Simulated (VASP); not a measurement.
# Vibrations of TiO2 (Rutile): a test of the settings, part 3 of 3

How far do the zone-centre frequencies of TiO2 (Rutile) depend on the numerical settings? The starting structure is a measured crystal structure from the Crystallography Open Database.

VASP 6.6.1.

Results so far: reference B2g 816.5 cm⁻¹; a 3×3×4 mesh B2g 816.9 cm⁻¹.

## Step 4: Modes with a cutoff of 400 eV

Level of this step: LDA; plane waves and PAW (Ti_sv, O) (VASP).

Against step 2 the input has ENCUT = 400.

Contents of INCAR:

```
SYSTEM = TiO2
PREC = Accurate
ENCUT = 400
EDIFF = 1E-08
NELM = 100
ISMEAR = 0
SIGMA = 0.03
LREAL = .FALSE.
ALGO = Normal
GGA = CA
NBANDS = 30
LASPH = .TRUE.
LORBIT = 11
LWAVE = .FALSE.
LCHARG = .FALSE.
KPAR = 8
IBRION = 6
NFREE = 2
POTIM = 0.015
NSW = 1
ISIF = 2
```

Contents of POSCAR:

```
TiO2
1.0
    4.5544410104      0.0000000000      0.0000000000
    0.0000000000      4.5544410104      0.0000000000
    0.0000000000      0.0000000000      2.9226295426
Ti O
2 4
Direct
    0.5000000000      0.5000000000      0.5000000000
    0.0000000000      0.0000000000      0.0000000000
    0.8038675460      0.1961324540      0.5000000000
    0.6961324540      0.6961324540      0.0000000000
    0.1961324540      0.8038675460      0.5000000000
    0.3038675460      0.3038675460      0.0000000000
```

Contents of KPOINTS:

```
Automatic mesh
0
Gamma
6 6 8
0 0 0
```

Potentials, in the order of the species: Ti_sv and O (LDA family, release 64).

On the command line:

```sh
$ mpirun -np 8 vasp_std
```

The log of the run:

```text
[banner, memory and clock lines left out]
running    8 mpi-ranks, on    1 nodes
[...]
[... a notice as in an earlier step ...]

 LDA part: xc-table for (Slater(with rela. corr.)+CA(PZ))
 , standard interpolation
 POSCAR, INCAR and KPOINTS ok, starting setup
[...]
entering main loop
       N       E                     dE             d eps       ncg     rms          rms(c)
DAV:   1     0.585252558504E+03    0.58525E+03   -0.21220E+04  3000   0.159E+03
DAV:   2     0.139631150660E+02   -0.57129E+03   -0.53999E+03  3336   0.500E+02
DAV:   3    -0.716055345175E+02   -0.85569E+02   -0.84634E+02  4474   0.185E+02
DAV:   4    -0.753422794925E+02   -0.37367E+01   -0.37331E+01  4068   0.371E+01
[...]
DAV:  15    -0.588468142858E+02   -0.16247E-06   -0.36373E-06  3982   0.140E-02    0.233E-03
DAV:  16    -0.588468142516E+02    0.34129E-07   -0.38174E-07  3856   0.391E-03    0.177E-03
DAV:  17    -0.588468142460E+02    0.56680E-08   -0.65398E-08  3242   0.245E-03
   1 F= -.58846814E+02 E0= -.58846814E+02  d E =-.587939E-19
[... from here on, the cycles between the ionic steps are left out ...]
   2 F= -.58844896E+02 E0= -.58844896E+02  d E =-.219682E-17
   3 F= -.58844896E+02 E0= -.58844896E+02  d E =-.220981E-17
   4 F= -.58846616E+02 E0= -.58846616E+02  d E =-.599234E-18
   5 F= -.58846616E+02 E0= -.58846616E+02  d E =-.595155E-18
   6 F= -.58845452E+02 E0= -.58845452E+02  d E =-.416628E-18
   7 F= -.58845426E+02 E0= -.58845426E+02  d E =-.336756E-17
   8 F= -.58845827E+02 E0= -.58845827E+02  d E =-.822473E-18
   9 F= -.58845827E+02 E0= -.58845827E+02  d E =-.815125E-18
 Finite differences progress:
  Degree of freedom:   4/  4
  Displacement:        2/  2
  Total:               8/  8
```

Elapsed: 43 s, on 8 MPI ranks of Intel Xeon 6975P-C (Granite Rapids), shared host; peak memory 2.9 GiB; 5.2 min of CPU time.

Parts of OUTCAR (step 4):

```text
  Total       -2.5067954     -2.5067954     -2.4821798     -0.0025092      0.0934070     -0.0934071
  in kB      -66.2499469    -66.2499469    -65.5994025     -0.0663145      2.4685742     -2.4685754
  external PRESSURE =     -66.0330987 kB  Pullay stress =       0.0000000 kB

 POSITION                                       TOTAL-FORCE (eV/Angst)
 -----------------------------------------------------------------------------------
      2.27722      2.27722      1.46131        -0.000998      0.000998      0.003370
      0.00000      0.00000      0.00000         0.003450     -0.003450     -0.013381
      3.66117      0.89327      1.44631        -0.002433      0.002433      0.131969
      3.17049      3.17049      0.00000        -0.001039     -0.001322     -0.031759
      0.89327      3.66117      1.46131        -0.000303      0.000303     -0.058440
      1.38395      1.38395      0.00000         0.001322      0.001039     -0.031759
 -----------------------------------------------------------------------------------
    total drift:                               -0.000161      0.000155     -0.000680

  FREE ENERGIE OF THE ION-ELECTRON SYSTEM (eV)
  ---------------------------------------------------
  free  energy   TOTEN  =       -58.8458272749 eV

  energy  without entropy=      -58.8458272749  energy(sigma->0) =      -58.84582727

[... 1 part as in an earlier step ...]

[... 2 further parts left out ...]
[key lines of the parts left out:]
E-fermi :   5.0319
```

With a cutoff of 400 eV the modes are at the top B2g 817.2, A1g 609.4 cm⁻¹, at the bottom B1g 138.6, B1u (1) 105.3 cm⁻¹, with 7 more of the listed ones between; the largest shift is -8.1 cm⁻¹, in A2u, from the reference.

## Step 5: Modes with a 6×6×10 mesh

Against step 2 the input has a 6×6×10 mesh.

INCAR, as its differences from that of step 4:

```diff
@@ -2,3 +2,3 @@
 PREC = Accurate
-ENCUT = 400
+ENCUT = 520
 EDIFF = 1E-08
```

POSCAR is that of step 4.

Contents of KPOINTS:

```
Automatic mesh
0
Gamma
6 6 10
0 0 0
```

On the command line:

```sh
$ mpirun -np 8 vasp_std
```

The log of the run:

```text
[... set-up lines as in an earlier step ...]
 entering main loop
       N       E                     dE             d eps       ncg     rms          rms(c)
DAV:   1     0.661723346809E+03    0.66172E+03   -0.24724E+04  3600   0.189E+03
DAV:   2     0.320939197628E+02   -0.62963E+03   -0.59749E+03  3896   0.556E+02
DAV:   3    -0.708535875396E+02   -0.10295E+03   -0.10039E+03  5392   0.204E+02
DAV:   4    -0.753928188175E+02   -0.45392E+01   -0.45333E+01  4826   0.429E+01
[...]
DAV:  15    -0.587790443404E+02   -0.67638E-06   -0.41248E-06  4302   0.166E-02    0.279E-03
DAV:  16    -0.587790442792E+02    0.61224E-07   -0.33505E-07  4918   0.483E-03    0.177E-03
DAV:  17    -0.587790442744E+02    0.48267E-08   -0.83209E-08  3904   0.242E-03
   1 F= -.58779044E+02 E0= -.58779044E+02  d E =-.106225E-18
[... from here on, the cycles between the ionic steps are left out ...]
   2 F= -.58777108E+02 E0= -.58777108E+02  d E =-.318324E-18
   3 F= -.58777108E+02 E0= -.58777108E+02  d E =-.320251E-18
   4 F= -.58778829E+02 E0= -.58778829E+02  d E =-.628496E-19
   5 F= -.58778829E+02 E0= -.58778829E+02  d E =-.624369E-19
   6 F= -.58777677E+02 E0= -.58777677E+02  d E =-.473386E-20
   7 F= -.58777667E+02 E0= -.58777667E+02  d E =-.333848E-17
   8 F= -.58778058E+02 E0= -.58778058E+02  d E =-.852125E-19
   9 F= -.58778058E+02 E0= -.58778058E+02  d E =-.848700E-19
 Finite differences progress:
  Degree of freedom:   4/  4
  Displacement:        2/  2
  Total:               8/  8
```

It took 64 s on 8 MPI ranks; peak memory 3.3 GiB; 7.9 min of CPU time.

OUTCAR, selected parts (step 5):

```text
  Total        0.0062045      0.0062045      0.0032875     -0.0023958      0.0927194     -0.0927194
  in kB        0.1639730      0.1639730      0.0868814     -0.0633176      2.4504006     -2.4504020
  external PRESSURE =       0.1382758 kB  Pullay stress =       0.0000000 kB

 POSITION                                       TOTAL-FORCE (eV/Angst)
 -----------------------------------------------------------------------------------
      2.27722      2.27722      1.46131        -0.001029      0.001029      0.003293
      0.00000      0.00000      0.00000         0.003388     -0.003388     -0.014621
      3.66117      0.89327      1.44631        -0.002800      0.002800      0.131698
      3.17049      3.17049      0.00000        -0.000525     -0.000750     -0.031100
      0.89327      3.66117      1.46131         0.000216     -0.000216     -0.058171
      1.38395      1.38395      0.00000         0.000750      0.000525     -0.031100
 -----------------------------------------------------------------------------------
    total drift:                                0.000036     -0.000035     -0.000354

  FREE ENERGIE OF THE ION-ELECTRON SYSTEM (eV)
  ---------------------------------------------------
  free  energy   TOTEN  =       -58.7780581949 eV

  energy  without entropy=      -58.7780581949  energy(sigma->0) =      -58.77805819

[... 1 part as in an earlier step ...]

[... 2 further parts left out ...]
[key lines of the parts left out:]
E-fermi :   5.0483
```

With a 6×6×10 mesh the modes are at the top B2g 816.5, A1g 611.6 cm⁻¹, at the bottom B1g 136.3, B1u (1) 108.0 cm⁻¹, with 7 more of the listed ones between; the largest shift is +0.2 cm⁻¹, in Eu (1), from the reference.

## Step 6: All runs side by side

```csv
run,B2g,A1g,Eu (3),Eg,Eu (1),A2u,B1g,B1u (1),core minutes
reference,816.5,611.6,488.8,464.0,148.7,146.9,136.3,108.0,7.47
a 3×3×4 mesh,816.9,612.0,484.0,464.0,125.7,117.7,135.9,103.2,1.92
a cutoff of 400 eV,817.2,609.4,489.5,464.7,142.0,138.8,138.6,105.3,5.73
a 6×6×10 mesh,816.5,611.6,488.8,463.9,148.9,146.9,136.3,108.0,8.53
```

Modes are in cm⁻¹, degenerate ones as one, matched between runs by symmetry and order. A number in brackets counts the listed modes of one symmetry from the lowest. The symmetry labels come from an automatic analysis and can be wrong where levels nearly coincide. Between the highest four and the lowest four, 3 more are left out. Core minutes are wall time times ranks of the run shown, on a shared host.

## Step 7: Outcome

| Property | Result |
| --- | --- |
| B2g, reference | 816.5 cm⁻¹ |
| B1u (1), reference | 108.0 cm⁻¹ |
| B2g, a 3×3×4 mesh | 816.9 cm⁻¹ |
| B1u (1), a 3×3×4 mesh | 103.2 cm⁻¹ |
| B2g, a cutoff of 400 eV | 817.2 cm⁻¹ |
| B1u (1), a cutoff of 400 eV | 105.3 cm⁻¹ |
| B2g, a 6×6×10 mesh | 816.5 cm⁻¹ |
| B1u (1), a 6×6×10 mesh | 108.0 cm⁻¹ |

What this shows: The largest change comes with a 3×3×4 mesh: -29.2 cm⁻¹ in A2u. On finer settings the modes change by up to +0.2 cm⁻¹ in Eu (1) with a 6×6×10 mesh, not denser along every axis. Other changes move the modes by more: -29.2 cm⁻¹ in A2u with a 3×3×4 mesh and -8.1 cm⁻¹ in A2u with a cutoff of 400 eV. The frequencies are harmonic, and the splitting of polar modes by their long-range field is left out. Further runs on this material are not shown.

[Lines on the potential files, build, host, timing and source positions are cut from VASP's logs without a mark.]

[Logs are printed without paths, hosts, clocks, repeated set-up lines and the standing remarks that a program may print on its own settings, such as how far it seeks lower states.]

[Hosts, paths, dates, database ids (printed as entryN), source tags and the programs' standing remarks are cut or masked in the printed files.]
